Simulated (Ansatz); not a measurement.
**WSe₂: a vibration from a frozen displacement**

These are results of Ansatz 0.2.0, DFT PBEsol, scalar-relativistic, plane waves, PAW, not measurements. Cutoff 420 eV, Γ-centred 12×12×2 k-points, Gaussian smearing of 0.05 eV. Spin–orbit coupling is left out, which matters for the heavy elements here. No spin polarisation. Energies are free energies at this smearing, counted from the undisturbed cell; pressure is positive in compression.

The starting cell (relaxed at this level; this form isn't the usual structure):

```
W Se
1.0
     3.27025    0.00000    0.00000
    -1.63513    2.83212    0.00000
     0.00000    0.00000   16.66122
W Se
1 2
Direct
  0.00000 0.00000 0.00000
  0.33333 0.66667 0.10040
  0.33333 0.66667 0.89960
```

The cell holds layers and no dispersion correction was added, so their binding is poorly described.

Every W atom is moved by x along the Cartesian unit vector (0.000, 0.000, 1.000); the cell and all other atoms stay fixed. The cell's volume is 154.31 Å³; the moved atoms weigh 183.840 u together and the others 157.942 u. Some rows repeat others by symmetry and weren't run.

```csv
x (Å),ΔE (meV/cell),total force on the moved atoms along the move (eV/Å),pressure (GPa)
-0.1000,148.31,2.9619,0.3383
-0.0875,113.59,2.5936,0.2581
-0.0750,83.48,2.2244,0.1886
-0.0625,57.98,1.8545,0.1296
-0.0500,37.12,1.4842,0.0813
-0.0375,20.88,1.1135,0.0438
-0.0250,9.28,0.7424,0.0170
-0.0125,2.32,0.3713,0.0009
0.0000,0.00,0.0000,-0.0044
0.0125,2.32,-0.3713,0.0009
0.0250,9.28,-0.7424,0.0170
0.0375,20.88,-1.1135,0.0438
0.0500,37.12,-1.4842,0.0813
0.0625,57.98,-1.8545,0.1296
0.0750,83.48,-2.2244,0.1886
0.0875,113.59,-2.5936,0.2581
0.1000,148.31,-2.9619,0.3383
```

**Question.** What frequency belongs to this motion?

**Answer.** The force constant is k = −dF/dx = 29.704 eV/Å², from the parabola through x = -0.0125, 0 and 0.0125. In every cell the moved atoms swing against the rest, so the mass is μ = m₁m₂/(m₁ + m₂) = 84.955 u, and ν̃ = 521.5 cm⁻¹ × √(|k|/μ) = 308 cm⁻¹. To first order in x, and within 1 %, the force on every atom lies along the move and, within each of the two groups, in proportion to the atom's mass, so this is itself a mode at the zone centre of this cell, taken without macroscopic field (the transverse frequency in a polar insulator).

**Question.** How far does the harmonic law reach?

**Answer.** At x = -0.100 Å, kx²/2 = 148.52 meV against the computed 148.31 meV (-0.1 %): the well is still close to harmonic there.

**Question.** The pressure changes with x². What does that say about the frequency under compression?

**Answer.** With E = k(V)x²/2, k ∝ V^(−2γ) and x scaling with the cell as V^(1/3), P − P0 = −∂E/∂V = (2γ − 2/3) ΔE/V. At x = 0.0250 Å, V(P − P0) = 154.31 × 0.02137 / 160.2 eV = 20.59 meV and ΔE = 9.28 meV, so γ = 1/3 + V(P − P0)/(2ΔE) = 1.44. This is the Grüneisen parameter of the motion under uniform scaling of the cell: shrinking the cell evenly by 1 % in volume raises the frequency by about 1.44 %.